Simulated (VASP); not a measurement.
A run of VASP 6.6.1 is set up as follows.

INCAR

```
PREC = Accurate
ENCUT = 520
EDIFF = 1E-6
ISMEAR = 0
SIGMA = 0.014
LREAL = F
LASPH = T
NELM = 60
ALGO = Fast
ISIF = 2
LWAVE = F
LCHARG = F
GGA = PE
NBANDS = 35
```

File KPOINTS:

```
Automatic mesh
0
Gamma
  9 9 2
```

POSCAR

```
MoSe2
1.0
    3.2880000000      0.0000000000      0.0000000000
   -1.6440000000      2.8474915276      0.0000000000
    0.0000000000      0.0000000000     12.9000000000
Mo Se
2 4
Direct
    0.6666666667      0.3333333333      0.7500000000
    0.3333333333      0.6666666667      0.2500000000
    0.6666666667      0.3333333333      0.3750000000
    0.3333333333      0.6666666667      0.8750000000
    0.6666666667      0.3333333333      0.1250000000
    0.3333333333      0.6666666667      0.6250000000
```

Potentials or basis: VASP PAW PBE potentials, release 64 (Mo_sv, Se).

Command:

```sh
$ cat potpaw_PBE.64/Mo_sv/POTCAR potpaw_PBE.64/Se/POTCAR > POTCAR
$ mpirun -np 1 vasp_std > vasp.out
```

Estimate the largest force.

1.145 eV/Å.

Predict the band gap on the k mesh.

0.88 eV, indirect (least direct gap 1.38 eV).

Stress tensor (GPa, compression positive):
```
 6.49  0.00  0.00
 0.00  6.49  0.00
 0.00  0.00 12.01
```

Caveat: an odd mesh through Γ misses points on the zone boundary, where band edges often lie; the cell's inner coordinates are idealised or old, which leaves forces on the atoms; this functional lacks dispersion, which binds the layers, so the pressure and a relaxed spacing across them are unreliable.
